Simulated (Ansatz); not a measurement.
A strain series on BaHfO₃ (cubic perovskite) with HSE06 in Ansatz; the unstrained cell is the r2SCAN minimum. No spin polarisation and no zero-point or thermal motion.

Input of the unstrained run:
```yaml
crystal:
  lattice:
    - [4.1770587708, 0.0, 0.0]
    - [0.0, 4.1770587708, 0.0]
    - [0.0, 0.0, 4.1770587708]
  atoms:
    - { symbol: Ba, position: [0.0, 0.0, 0.0] }
    - { symbol: Hf, position: [0.5, 0.5, 0.5] }
    - { symbol: O, position: [0.5, 0.5, 0.0] }
    - { symbol: O, position: [0.5, 0.0, 0.5] }
    - { symbol: O, position: [0.0, 0.5, 0.5] }
kpoints:
  mp_grid: { grid: [4, 4, 4] }
  band_path:
    path: [[0.0, 0.0, 0.0], [0.0, 0.5, 0.0], [0.5, 0.5, 0.0], [0.5, 0.5, 0.5]]
    npoints: 1
hamiltonian:
  xc: hse06
scf:
  occupations: { method: fixed }
  n_extra_bands: 5
output:
  forces: true
  stress: true
  eigenvalues: true
  write_density: true
  write_potential: true
  elf: true
  volumetric_format: npy
```

Its main results, and the levels near the gap at the points of the path (eV from the Fermi energy, bands numbered from 0, names kept under strain):
```
Crystal: 5 atoms, lattice volume = 72.881 Å³
Basis set: ecut = 420 eV, 1365 PW (Γ)
Symmetry: 48 space group operations
Space group: Pm-3m (ITA 221)
k-points: 10 of 64
Free energy (F): -23387.230641 eV
Fermi energy:    10.489744 eV
--- Stress (GPa, compression-positive) ---
       -0.249391       0.000000       0.000000
        0.000000      -0.249391       0.000000
        0.000000       0.000000      -0.249391
  P = ⅓ Tr σ = -0.2494 GPa (-2.494 kbar)
```
```tsv
point	band_24	band_25	band_26	band_27	band_28	band_29
Γ	-0.165	-0.165	-0.165	5.177	5.177	5.177
X	-1.685	-0.515	-0.515	5.707	8.135	8.135
M	-0.942	-0.942	-0.051	8.029	8.029	8.306
R	0.000	0.000	0.000	7.678	7.678	7.678
```

Another run changes these blocks:
```yaml
crystal:
  lattice:
    - [4.1770587708, 0.0, 0.0]
    - [0.0, 4.1770587708, 0.0]
    - [0.0, 0.0, 4.302370534]
  atoms:
    - { symbol: Ba, position: [0.0, 0.0, 0.0] }
    - { symbol: Hf, position: [0.5, 0.5, 0.5] }
    - { symbol: O, position: [0.5, 0.5, 0.0] }
    - { symbol: O, position: [0.5, 0.0, 0.5] }
    - { symbol: O, position: [0.0, 0.5, 0.5] }
output:
  forces: true
  stress: true
  eigenvalues: true
```

```
Crystal: 5 atoms, lattice volume = 75.067 Å³
Basis set: ecut = 420 eV, 1439 PW (Γ)
Symmetry: 16 space group operations
Space group: P4/mmm (ITA 123)
k-points: 18 of 64
Free energy (F): -23387.165389 eV
Fermi energy:    10.099387 eV
--- Stress (GPa, compression-positive) ---
       -2.638416       0.000000       0.000000
        0.000000      -2.638416       0.000000
        0.000000       0.000000      -8.808372
  P = ⅓ Tr σ = -4.6951 GPa (-46.951 kbar)
```
```tsv
point	band_24	band_25	band_26	band_27	band_28	band_29
Γ	-0.253	-0.220	-0.220	5.027	5.027	5.180
X	-1.648	-0.587	-0.586	5.561	8.003	8.039
M	-0.859	-0.859	-0.039	7.869	7.869	7.984
R	-0.047	-0.047	0.000	7.452	7.452	7.610
```

**Question.** Which strain is this, and what did it do?

**Answer.** Uniaxial +3.0 % along z, other directions held, atoms relaxed again. HSE06: the gap goes from 5.177 to 5.027 eV (-0.150 eV).

Epitaxial -4.0 % in the xy plane, free normal strain +2.30 %. The input changes in these blocks:
```yaml
crystal:
  lattice:
    - [4.00997642, 0.0, 0.0]
    - [0.0, 4.00997642, 0.0]
    - [0.0, 0.0, 4.2730220947]
  atoms:
    - { symbol: Ba, position: [0.0, 0.0, 0.0] }
    - { symbol: Hf, position: [0.5, 0.5, 0.5] }
    - { symbol: O, position: [0.5, 0.5, 0.0] }
    - { symbol: O, position: [0.5, 0.0, 0.5] }
    - { symbol: O, position: [0.0, 0.5, 0.5] }
```

```
Crystal: 5 atoms, lattice volume = 68.710 Å³
Basis set: ecut = 420 eV, 1343 PW (Γ)
Symmetry: 16 space group operations
Space group: P4/mmm (ITA 123)
k-points: 18 of 64
Free energy (F): -23386.921056 eV
Fermi energy:    11.463575 eV
--- Stress (GPa, compression-positive) ---
       18.692618       0.000000       0.000000
        0.000000      18.692618       0.000000
        0.000000       0.000000      -0.236026
  P = ⅓ Tr σ = 12.3831 GPa (123.831 kbar)
```
```tsv
point	band_24	band_25	band_26	band_27	band_28	band_29
Γ	-0.253	-0.110	-0.110	5.108	5.108	5.470
X	-1.909	-0.587	-0.481	5.761	8.509	8.755
M	-0.714	-0.714	-0.032	8.444	8.526	8.526
R	-0.121	-0.121	0.000	7.675	7.675	8.133
```

HSE06: the gap goes from 5.177 to 5.108 eV (-0.069 eV).

Uniaxial -1.0 % along x, other directions held. The input changes in these blocks:
```yaml
crystal:
  lattice:
    - [4.1352881831, 0.0, 0.0]
    - [0.0, 4.1770587708, 0.0]
    - [0.0, 0.0, 4.1770587708]
  atoms:
    - { symbol: Ba, position: [0.0, 0.0, 0.0] }
    - { symbol: Hf, position: [0.5, 0.5, 0.5] }
    - { symbol: O, position: [0.5, 0.5, 0.0] }
    - { symbol: O, position: [0.5, 0.0, 0.5] }
    - { symbol: O, position: [0.0, 0.5, 0.5] }
output:
  forces: true
  stress: true
  eigenvalues: true
```

```
Crystal: 5 atoms, lattice volume = 72.152 Å³
Basis set: ecut = 420 eV, 1365 PW (Γ)
Symmetry: 16 space group operations
Space group: P4/mmm (ITA 123)
k-points: 18 of 64
Free energy (F): -23387.223560 eV
Fermi energy:    10.642412 eV
--- Stress (GPa, compression-positive) ---
        3.296422       0.000000       0.000000
        0.000000       0.620862       0.000000
        0.000000       0.000000       0.620862
  P = ⅓ Tr σ = 1.5127 GPa (15.127 kbar)
```
```tsv
point	band_24	band_25	band_26	band_27	band_28	band_29
Γ	-0.163	-0.163	-0.147	5.156	5.213	5.213
X	-1.713	-0.508	-0.498	5.741	8.150	8.159
M	-0.922	-0.920	-0.050	8.052	8.163	8.354
R	-0.019	0.000	0.000	7.683	7.735	7.735
```

HSE06: the gap goes from 5.177 to 5.156 eV (-0.021 eV).

Another run changes these blocks:
```yaml
crystal:
  lattice:
    - [4.2605999463, 0.0, 0.0]
    - [0.0, 4.2605999463, 0.0]
    - [0.0, 0.0, 4.2605999463]
  atoms:
    - { symbol: Ba, position: [0.0, 0.0, 0.0] }
    - { symbol: Hf, position: [0.5, 0.5, 0.5] }
    - { symbol: O, position: [0.5, 0.5, 0.0] }
    - { symbol: O, position: [0.5, 0.0, 0.5] }
    - { symbol: O, position: [0.0, 0.5, 0.5] }
```

```
Crystal: 5 atoms, lattice volume = 77.341 Å³
Basis set: ecut = 420 eV, 1503 PW (Γ)
Symmetry: 48 space group operations
Space group: Pm-3m (ITA 221)
k-points: 10 of 64
Free energy (F): -23387.095376 eV
Fermi energy:    9.653153 eV
--- Stress (GPa, compression-positive) ---
       -9.038261       0.000000       0.000000
        0.000000      -9.038261       0.000000
        0.000000       0.000000      -9.038261
  P = ⅓ Tr σ = -9.0383 GPa (-90.383 kbar)
```
```tsv
point	band_24	band_25	band_26	band_27	band_28	band_29
Γ	-0.232	-0.232	-0.232	5.032	5.032	5.032
X	-1.544	-0.574	-0.574	5.511	7.709	7.709
M	-0.958	-0.958	-0.048	7.617	7.617	7.915
R	0.000	0.000	0.000	7.410	7.410	7.410
```

**Question.** Which strain is this, and what did it do?

**Answer.** Isotropic +2.0 % on every length, atoms relaxed again. HSE06: the gap goes from 5.177 to 5.032 eV (-0.145 eV).

Spin-orbit coupling is left out, which matters wherever the heavy atoms make up the band edges.

The stress of a hybrid is loosely converged in these runs.

The meshes of the hybrids are coarse, so their gaps aren't converged to the digits shown.
